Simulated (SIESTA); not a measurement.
Runs of SIESTA 5.4.2 on B. Symmetry: Pm-3m, No. 221, cubic system. Conventional cell: a = 1.885 Å, b = 1.885 Å, c = 1.885 Å, α = 90.00°, β = 90.00°, γ = 90.00°. Around B (site symmetry m-3m) lie 6 B at 1.89 Å. The cell was built by a generator and needn't be a form met in nature.

```csv
potentials or basis,gap on the mesh (eV),pressure (GPa),relaxed volume (Å³/atom)
"PseudoDojo 0.4 standard (PBE files), SZP (energy shift 0.003 Ry)",none,-0.1,(a)
"PseudoDojo 0.4 standard (PBE files), TZDP (energy shift 0.003 Ry)",none,0.0,6.74
"PseudoDojo 0.4 standard (PBE files), SZ (energy shift 0.003 Ry)",none,0.0,7.24
"PseudoDojo 0.4 standard (PBE files), DZP (energy shift 0.003 Ry)",none,0.0,6.78
"PseudoDojo 0.4 standard (PBE files), DZ (energy shift 0.003 Ry)",none,-0.1,6.86
"PseudoDojo 0.4 standard (PBE files), DZDP (energy shift 0.003 Ry)",none,0.0,(b)
"PseudoDojo 0.4 standard (PBE files), TZP (energy shift 0.003 Ry)",none,0.0,6.76
```

Alike in all rows: task relaxation of cell and atoms; level PBE; no spin polarisation; cell relaxed; k mesh 10 × 10 × 10; smearing fermi-dirac 0.05 eV; grid cutoff 500 Ry; energy shift 0.003 Ry.

Task: Fill in the values left out.

Result: (a) 7.03; (b) 6.75.

Caveats: the basis of atomic orbitals isn't converged, which shifts pressures, moduli and gaps; the basis has no polarisation orbitals (some runs).

A gap of «none» marks a metal or a gap under the smearing width.
